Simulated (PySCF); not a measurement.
A mixed set of molecules.

All values: PBE0/def2-SVPD (PySCF) at GFN2-xTB geometries, gas phase, one conformer each. Core orbitals are frozen in the response; Δα² is half the sum of the squared differences of the principal polarisabilities. Dipoles and anisotropies that the point group forbids are given as zero.

Question: Rank by HOMO–LUMO gap, lowest first.
A. `O=C(F)C1(C(F)(F)F)CC1` (C5H4F4O)
B. `C(CO)O` (C2H6O2)
C. `C=C(OC)S(C)(=O)=O` (C4H8O3S)
D. `C1=C\C=C/C=C\C=C/1` (C8H8)
E. `[C@@H]12[C@H]([C@H]2C1)C(C#C)=C` (C8H8)

Answer: D (5.26 eV), E (6.20 eV), C (7.18 eV), B (8.18 eV), A (8.51 eV).

Question: Rank by mean static polarisability, lowest first.
A. `CCOC=O` (C3H6O2)
B. `C1=C\C=C/C=C\C=C/1` (C8H8)
C. `C=C(OC)S(C)(=O)=O` (C4H8O3S)
D. `OCCO` (C2H6O2)
E. `O=C(F)C1(C(F)(F)F)CC1` (C5H4F4O)
F. `C=C(C#C)[C@H]1[C@H]2C[C@H]21` (C8H8)

Answer: D (5.49 Å³), A (6.64 Å³), E (9.11 Å³), C (11.95 Å³), F (13.00 Å³), B (13.31 Å³).

All values together:

| SMILES | formula | μ (D) | HOMO (eV) | LUMO (eV) | α (Å³) | Δα (Å³) | electrons | α per electron (Å³) |
| --- | --- | --- | --- | --- | --- | --- | --- | --- |
| C=C(OC)S(C)(=O)=O | C4H8O3S | 5.49 | -7.67 | -0.49 | 11.95 | 3.18 | 72 | 0.166 |
| C#CC(=C)[C@@H]1[C@@H]2C[C@@H]21 | C8H8 | 1.07 | -6.97 | -0.77 | 13.00 | 5.43 | 56 | 0.232 |
| OCCO | C2H6O2 | 2.58 | -7.85 | 0.33 | 5.49 | 0.70 | 34 | 0.162 |
| C1=C\C=C/C=C\C=C/1 | C8H8 | 0.00 | -6.36 | -1.10 | 13.31 | 5.32 | 56 | 0.238 |
| CCOC=O | C3H6O2 | 2.13 | -8.36 | 0.04 | 6.64 | 1.77 | 40 | 0.166 |
| O=C(F)C1(C(F)(F)F)CC1 | C5H4F4O | 3.12 | -9.61 | -1.11 | 9.11 | 1.73 | 78 | 0.117 |

Conformers: `[CH2:1]=[C:2]([O:3][CH3:4])[S:5]([CH3:6])(=[O:7])=[O:8]` with C1–C2–O3–C4 6°, C1–C2–S5–C6 135°; `[CH:1]#[C:2][C:3](=[CH2:4])[C@@H:5]1[C@@H:6]2[CH2:7][C@H:8]12` with C2–C3–C5–C6 153°; `[OH:1][CH2:2][CH2:3][OH:4]` with H–O1–C2–C3 -179°, O1–C2–C3–O4 63°, C2–C3–O4–H -52°; `[CH:1]1=[CH:2]\[CH:3]=[CH:4]/[CH:5]=[CH:6]\[CH:7]=[CH:8]/1` with C1–C2–C3–C4 59°, C3–C4–C5–C6 -59°, C5–C6–C7–C8 59°, C2–C1–C8–C7 -59°; `[CH3:1][CH2:2][O:3][CH:4]=[O:5]` with C1–C2–O3–C4 -85°, C2–O3–C4–O5 -1°; `[O:1]=[C:2]([F:3])[C:4]1([C:5]([F:6])([F:7])[F:8])[CH2:9][CH2:10]1` with O1–C2–C4–C5 180°.

How closely does the mean polarisability follow the number of electrons in this set?

The correlation coefficient is 0.57; α per electron runs from 0.117 to 0.238 Å³.
